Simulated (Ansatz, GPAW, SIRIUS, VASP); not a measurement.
CuAu: 5 runs at one level of theory

```
Au Cu
1.0
     2.81075    0.00000    0.00000
     0.00000    2.81075    0.00000
     0.00000    0.00000    3.68500
Au Cu
1 1
Direct
  0.00000 0.00000 0.00000
  0.50000 0.50000 0.50000
```

Alike in all runs: task single point; functional PBEsol; k mesh 9 × 9 × 7; occupations fermi-dirac, width 0.05 eV; no spin polarisation; no spin-orbit coupling. Pressure is positive in compression and, in plane waves, holds the error of the finite cutoff, which Ansatz's Pulay term estimates and takes out.

```json
{"program and potentials": "Ansatz, Ansatz PAW", "plane-wave cutoff (eV)": "420", "notes": "potentials made for PBE, which Ansatz adapts in part; 19 valence electrons an atom on average; Pulay term of +0.08 GPa included", "pressure (GPa)": "-3.96"}
{"program and potentials": "GPAW, PAW data sets generated for this functional", "plane-wave cutoff (eV)": "600", "notes": "11 valence electrons an atom on average", "pressure (GPa)": "-1.52"}
{"program and potentials": "SIRIUS, PseudoDojo 0.4.1 PBEsol standard (scalar relativistic)", "plane-wave cutoff (eV)": "1254", "notes": "19 valence electrons an atom on average", "pressure (GPa)": "-4.27"}
{"program and potentials": "VASP, PBE PAW files Au, Cu, 520 eV", "plane-wave cutoff (eV)": "520", "notes": "potentials made for PBE; 11 valence electrons an atom on average", "pressure (GPa)": "-3.91"}
{"program and potentials": "Ansatz, all-electron LAPW, scalar-relativistic", "plane-wave cutoff (eV)": "-", "notes": "-", "pressure (GPa)": "-3.96"}
```

The pressure spans -4.27 (SIRIUS, PseudoDojo 0.4.1 PBEsol standard (scalar relativistic)) to -1.52 GPa (GPAW, PAW data sets generated for this functional), with all-electron results at -3.96.

The functional is the same throughout but for its coding, so the spread measures potentials, basis and numerics; runs on potential files found faulty are left out.
